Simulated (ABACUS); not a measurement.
TePb, 2 atoms in the cell. The structure is cubic, space group Pm-3m (No. 221). The conventional cell has a = 4.002 Å, b = 4.002 Å, c = 4.002 Å, α = 90.00°, β = 90.00°, γ = 90.00°. Around Pb (site symmetry m-3m) lie 8 Te at 3.47 Å. Te (site symmetry m-3m) is surrounded by 8 Pb at 3.47 Å. Measurements of this composition are mostly on another form, of space group No. 225.

| Property | Result |
| --- | --- |
| Program | ABACUS 3.10.1 |
| Task | single point |
| Functional | TPSS |
| Potentials or basis | SG15 ONCV 1.2 PBE |
| Cutoff | 1306 eV |
| Density cutoff | 5225 eV |
| Basis | plane waves |
| k mesh | 4 × 4 × 4 |
| Occupations | fermi-dirac, width 0.05 eV |
| Spin | no spin polarisation |
| Radial cutoff of the potentials (pseudo_rcut) | 10 bohr |
| SCF threshold on the density | 1e-08 |
| Max SCF steps | 100 |
| Eigensolver | dav |
| Mixing | broyden |
| Mixing share | 0.7 |
| Symmetry key | 1 |
| Bands | 25 |

Potentials or basis: SG15 ONCV 1.2 PBE, plane waves.

Command:

```bash
$ OMP_NUM_THREADS=1 mpirun -np 4 abacus > log
```

Hardware: 4 MPI ranks on Intel(R) Xeon(R) Platinum 8375C CPU @ 2.90GHz (Ice Lake), on a shared host.

Task: How long does it take, and how much memory?

Result: Run time: 23 s on 4 MPI ranks on Intel(R) Xeon(R) Platinum 8375C CPU @ 2.90GHz (Ice Lake), on a shared host, peak memory 0.36 GiB a rank. Counts: scf iterations 10, k points 10, bands 25, ranks 4.
